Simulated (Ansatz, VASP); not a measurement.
## Rh in VASP and in Ansatz

Contents of INCAR:

```
PREC = Accurate
ENCUT = 600
EDIFF = 1E-6
ISMEAR = -1
SIGMA = 0.05
LREAL = F
LASPH = T
NELM = 60
ALGO = Normal
ISIF = 3
LWAVE = F
LCHARG = F
GGA = PS
IVDW = 12
IBRION = 2
NSW = 60
EDIFFG = -0.01
```

Contents of KPOINTS:

```
regular mesh
0
Gamma
  12 12 12
```

POSCAR

```
Rh
1.0
    0.0000000000      1.8978500000      1.8978500000
    1.8978500000      0.0000000000      1.8978500000
    1.8978500000      1.8978500000      0.0000000000
Rh
1
Direct
    0.0000000000      0.0000000000      0.0000000000
```

input.yaml

```yaml
crystal:
  lattice:
    - [0.0, 1.89785, 1.89785]
    - [1.89785, 0.0, 1.89785]
    - [1.89785, 1.89785, 0.0]
  atoms:
    - { symbol: Rh, position: [0.0, 0.0, 0.0] }
hamiltonian:
  xc: pbesol
  pseudopotentials: { kind: paw }
  dispersion: d3bj
kpoints:
  mp_grid: { grid: [12, 12, 12] }
scf:
  occupations: { method: fermi_dirac, width: 0.05 }
output:
  forces: true
  stress: true
  eigenvalues: true
relax:
  f_tol: 0.01
  max_steps: 40
  cell: { stress_tol: 0.05 }
```

Alike in both runs: task relaxation of cell and atoms; functional PBEsol; dispersion D3(BJ); k mesh 12 × 12 × 12; occupations fermi-dirac, width 0.05 eV; no spin polarisation.

```csv
,VASP,Ansatz
version,VASP 6.6.1,Ansatz 0.2.0
potentials or method,"VASP PAW PBE potentials, release 64 (Rh_pv)",Ansatz PAW
plane-wave cutoff (eV),600,420
valence electrons in the cell,15,17
```

VASP gave:

* gap on the k mesh at the Fermi level, each at its own relaxed structure (eV): none
* relaxed volume (Å³/atom): 13.16
* relaxed cell length with the largest relative difference (Å): 2.650
* energy change over the relaxation (meV/atom): -19

**Question.** Which values does Ansatz return?

**Answer.** gap on the k mesh at the Fermi level, each at its own relaxed structure (eV): none; relaxed volume (Å³/atom): 13.17; relaxed cell length with the largest relative difference (Å): 2.650; energy change over the relaxation (meV/atom): -18.

A gap of «none» marks a metal or a gap that the smearing closes. The two sets of potentials don't hold the same shells in valence.

Caveats: pairwise dispersion overbinds metals, which lowers pressure and volume; the PAW data sets were made with another functional, which shifts forces and pressure a little (VASP); the plane-wave basis is chosen anew once the cell has moved, so the energies of steps on either side of that aren't comparable (Ansatz); the PAW data sets come from PBE, with cores solved anew for the run's functional, which leaves a small shift of forces and pressure (Ansatz).
